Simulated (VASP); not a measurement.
Runs of VASP 6.6.1 on ZnS. It takes space group F-43m (No. 216, cubic). The conventional cell has a = 5.404 Å, b = 5.404 Å, c = 5.404 Å, α = 90.00°, β = 90.00°, γ = 90.00°. Zn (site symmetry -43m) is surrounded by 4 S at 2.34 Å. Around S (site symmetry -43m) lie 4 Zn at 2.34 Å. 

| task | level | potentials or basis | spin | cell | k mesh | cutoff (eV) | smearing | atoms held fixed (from 0) | gap on the mesh (eV) | pressure (GPa) |
| --- | --- | --- | --- | --- | --- | --- | --- | --- | --- | --- |
| relaxation of the atoms | LDA | VASP PAW LDA potentials, release 64 (Zn, S) | off | atoms relaxed from: atoms moved at random, drawn with an rms of 0.05 Å | 9 × 9 × 9 | 520 | gaussian 0.1 eV | [0] | 1.89 | -4.3 |
| single point | r2SCAN+rVV10 | VASP PAW PBE potentials, release 64 (Zn_sv_GW, S_GW) | off | as given | 9 × 9 × 9 | 600 | gaussian 0.01 eV | - | 2.62 | -2.3 |
| single point | PBEsol | VASP PAW PBE potentials, release 64 (Zn, S) | off | as given | 9 × 9 × 9 | 520 | gaussian 0.1 eV | - | (c) | -1.8 |
| single point | PBE | VASP PAW PBE potentials, release 64 (Zn, S) | off | as given | 9 × 9 × 9 | 520 | gaussian 0.012 eV | - | 2.11 | 1.8 |
| band structure | LAK | VASP PAW PBE potentials, release 64 (Zn, S) | off | as given | 9 × 9 × 9 | 520 | fermi-dirac 0.05 eV | - | (b) | (a) |

Task: Estimate the missing entries.

Result: (a) 2.6; (b) 3.17; (c) 1.98.

Caveats: the PAW data sets were made with another functional, which shifts forces and pressure a little (some runs).

The runs don't all hold the same shells in valence.
